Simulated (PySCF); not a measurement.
# Computed data sheet: `CCCN` (C3H9N)

Species: C3H9N.
Geometry (GFN2-xTB, Å), atoms numbered from 1 in this order:
```xyz
13
C3H9N angstrom
C     -1.720   -0.118   -0.584
C     -0.366   -0.555   -0.042
C      0.727    0.465   -0.351
N      2.020   -0.048    0.075
H     -2.000    0.851   -0.175
H     -2.489   -0.838   -0.316
H     -1.691   -0.036   -1.669
H     -0.432   -0.691    1.040
H     -0.077   -1.511   -0.480
H      0.779    0.628   -1.432
H      0.464    1.429    0.121
H      2.025   -0.191    1.080
H      2.755    0.615   -0.146
```

Structural features include: amine.

**GFN2-xTB geometry**

```
Rotational constants A, B, C of the GFN2-xTB geometry : 25.140, 3.783, 3.534 GHz
```

PBE0/def2-SVPD ground state and vertical TDDFT (core frozen in the response) (PySCF):

```
Dipole moment                                                     : 1.20 D
HOMO energy                                                       : -6.81 eV
LUMO energy                                                       : 0.86 eV
HOMO–LUMO gap                                                     : 7.67 eV
Lowest singlet excitation                                         : 6.27 eV (198 nm, f = 0.011)
Strongest line among the 8 lowest singlet transitions             : S4 at 7.92 eV (156 nm, f = 0.067)
Lowest triplet excitation (Tamm–Dancoff)                          : 5.96 eV
Static isotropic polarisability                                   : 48.5 au
Electronic spatial extent ⟨r²⟩ about the centre of nuclear charge : 397 bohr²
```

Monoisotopic mass (most abundant isotopes): 59.0735 u.

The vertical singlet–triplet gap S1 − T1 is 0.31 eV (TDDFT singlet less Tamm–Dancoff triplet; S1: HOMO→LUMO, weight 0.79; T1: HOMO→LUMO, weight 0.69). The rotational constants make it an asymmetric top with κ = (2B − A − C)/(A − C) = -0.98, nearer the prolate limit (−1). No computed singlet falls in the visible range (750 to 380 nm, 1.65 to 3.26 eV); S1 lies 3.01 eV above its blue end. The dipole matches unit charges of opposite sign 0.25 Å apart (1 e·Å = 4.8032 D). The polarisability is 7.19 Å³ as a volume (1 au = 0.148185 Å³), or 1.43 au for each of the 34 electrons. The largest Löwdin shares of the HOMO are 0.63 on N4, 0.14 on C3, 0.07 on H11 and 0.06 on H12. With B = h/(8π²I), that is 505.379 GHz u Å² over I, the principal moments of inertia are 20.1, 133.6 and 143.0 u Å² (most abundant isotopes); the inertial defect Ic − Ia − Ib is -10.7 u Å² (zero for a rigid planar frame, negative otherwise).

Isolated species at its GFN2-xTB geometry (one conformer only).

For the TDDFT job (PBE0/def2-SVPD), hardware: one thread, Arm Neoverse V2, shared host. Cost: 13 s wall.
